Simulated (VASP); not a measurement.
Input of a VASP 6.6.1 run:

The input INCAR:

```
ALGO = Normal ; EDIFF = 1E-6
EDIFFG = -0.02 ; ENCUT = 600
GGA = PE ; IBRION = 2
ISIF = 3 ; ISMEAR = -1
LASPH = True ; LCHARG = False
LDAU = True ; LDAUJ = 0 0
LDAUL = 2 -1 ; LDAUPRINT = 1
LDAUTYPE = 2 ; LDAUU = 5 0
LMAXMIX = 4 ; LREAL = False
LWAVE = False ; NELM = 100
NSW = 40 ; PREC = Accurate
SIGMA = 0.05
```

Contents of KPOINTS:

```
k-points
0
Gamma
  4 6 3
```

The input POSCAR:

```
HfO2
1.0
    5.5563950000      0.0000000000      0.0000000000
    0.0000000000      3.3335970000      0.0000000000
    0.0000000000      0.0000000000      6.5049950000
Hf O
4 8
Direct
    0.7486820000      0.7500000000      0.6078710000
    0.2513180000      0.2500000000      0.3921290000
    0.2486820000      0.7500000000      0.8921290000
    0.7513180000      0.2500000000      0.1078710000
    0.6394990000      0.2500000000      0.4234000000
    0.3605010000      0.7500000000      0.5766000000
    0.1394990000      0.2500000000      0.0766000000
    0.8605010000      0.7500000000      0.9234000000
    0.5207940000      0.2500000000      0.8414530000
    0.4792060000      0.7500000000      0.1585470000
    0.0207940000      0.2500000000      0.6585470000
    0.9792060000      0.7500000000      0.3414530000
```

Potentials or basis: VASP PAW PBE potentials, release 64 (Hf_pv, O).

Run with:

```console
$ cat potpaw_PBE.64/Hf_pv/POTCAR potpaw_PBE.64/O/POTCAR > POTCAR
$ mpirun -np 1 vasp_std > vasp.out
```

Problem. What does it give for the band gap on the k mesh?

Solution. 3.92 eV, direct.

Problem. Estimate the relaxed cell.

Solution. a = 5.660 Å, b = 3.395 Å, c = 6.641 Å, α = 90.00°, β = 90.00°, γ = 90.00°.

Problem. What does it give for the relaxed volume?

Solution. 10.64 Å³/atom.

Eigenvalues of the final occupation matrices:
| site | spin | trace | eigenvalues |
| --- | --- | --- | --- |
| site 1 d | 1 | 0.59 | 0.08 0.09 0.13 0.14 0.15 |
| site 1 d | 2 | 0.59 | 0.08 0.09 0.13 0.14 0.15 |
| site 2 d | 1 | 0.59 | 0.08 0.09 0.13 0.14 0.15 |
| site 2 d | 2 | 0.59 | 0.08 0.09 0.13 0.14 0.15 |
| site 3 d | 1 | 0.59 | 0.08 0.09 0.13 0.14 0.15 |
| site 3 d | 2 | 0.59 | 0.08 0.09 0.13 0.14 0.15 |
| site 4 d | 1 | 0.59 | 0.08 0.09 0.13 0.14 0.15 |
| site 4 d | 2 | 0.59 | 0.08 0.09 0.13 0.14 0.15 |

Caveat: spin-orbit coupling is left out, which moves the levels of the heavy elements; an odd mesh through Γ misses points on the zone boundary, where band edges often lie.
